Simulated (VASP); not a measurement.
# Settings for Ca: energy along a vibration (SMASS = -2)

Ca, Im-3m (no. 229), atoms displaced along the mode, 2 atoms in the cell. PBE, energy along a line of displacements; PAW potentials Ca_sv (PBE set). VASP 6.6.1.

Wanted: harmonic frequency within 1 %.

Space group without the displacement: Im-3m (no. 229); Mode: mode at H.

POSCAR of the starting run:
```
Ca
1.0
    4.4800000000      0.0000000000      0.0000000000
    0.0000000000      4.4800000000      0.0000000000
    0.0000000000      0.0000000000      4.4800000000
Ca
2
Direct
   -0.0089285714      0.0000000000      0.0000000000
    0.5089285714      0.5000000000      0.5000000000

    0.0100000000   0.0000000000   0.0000000000
   -0.0100000000   0.0000000000   0.0000000000
```

The series start from k mesh: 5 × 5 × 5; Cutoff (eV): 350; Step along the mode (Å): 0.02; Extrapolation between steps (IWAVPR): 11. Each series keeps the choices made before it, and each single choice may use up half of a tolerance.

## k mesh

| k mesh | Harmonic frequency (THz) | Time (s) |
|---|---|---|
| 2 × 2 × 2 | 4.583 | 37 |
| 3 × 3 × 3 | 4.394 | 48 |
| 4 × 4 × 4 | 4.536 | 83 |
| 5 × 5 × 5 | 4.593 | 136 |
| 6 × 6 × 6 | 4.575 | 181 |
| 7 × 7 × 7 | 4.572 | 238 |
| 9 × 9 × 9 (reference) | 4.587 | 447 |

Chosen: 5 × 5 × 5, the loosest value from which every tighter one stays within half of the tolerance.

## Cutoff (eV)

| Cutoff (eV) | Harmonic frequency (THz) | Time (s) |
|---|---|---|
| 190 | 4.945 | 36 |
| 230 | 4.581 | 41 |
| 270 | 4.57 | 43 |
| 310 | 4.599 | 89 |
| 350 | 4.593 | 136 |
| 400 (reference) | 4.609 | 116 |

Chosen: 310.

## Extrapolation between steps (IWAVPR)

| Extrapolation between steps (IWAVPR) | Harmonic frequency (THz) | Time (s) |
|---|---|---|
| 11 | 4.617 | 104 |
| 12 | 4.617 | 104 |
| 0 | 4.617 | 126 |

Chosen: 11; no other choice that stays within half of the tolerance saves 30 % of the time.

Also changed on the way, by series that aren't shown: Step along the mode (Å): 0.08.

## All choices together

| Input | Harmonic frequency (THz) | Time (s) |
|---|---|---|
| defaults on a coarse mesh (naive) | 4.313 | 7.2 |
| chosen settings | 4.617 | 104 |
| reference settings throughout | 4.601 | 460 |

The tolerance is met.

## The input

INCAR:
```
SYSTEM = Ca
  GGA = PE
  PREC = Accurate
  ENCUT = 310
  EDIFF = 1E-7
  ALGO = Normal
  LREAL = .False.
  LASPH = .True.
  ISMEAR = 1
  SIGMA = 0.15
  ISYM = 0
  LWAVE = .False.
  LCHARG = .False.
  IBRION = 0
  SMASS = -2
  POTIM = 1
  NSW = 9
  NELMIN = 4
  IWAVPR = 11
  KPAR = 2
```

KPOINTS:
```
Automatic mesh
0
Gamma
  5 5 5
  0 0 0
```

POSCAR:
```
Ca
1.0
    4.4800000000      0.0000000000      0.0000000000
    0.0000000000      4.4800000000      0.0000000000
    0.0000000000      0.0000000000      4.4800000000
Ca
2
Direct
   -0.0357142857      0.0000000000      0.0000000000
    0.5357142857      0.5000000000      0.5000000000

    0.0400000000   0.0000000000   0.0000000000
   -0.0400000000   0.0000000000   0.0000000000
```

Commands:
```
cat potpaw_PBE.64/Ca_sv/POTCAR > POTCAR
mpirun -np 2 vasp_std > vasp.out
```

The chosen input took VASP 6.6.1 104 s on 2 cores (Intel Xeon Platinum 8259CL @ 2.50GHz (Skylake/Cascade Lake)), a shared host.

## An input that fails: electronic threshold far too loose

It runs to its end, but against the unchanged starting input it is off by 12 % in the harmonic frequency.

Changes against the starting input:
```
- EDIFF = 1e-07
- NELMIN = 4
+ EDIFF = 0.1
```
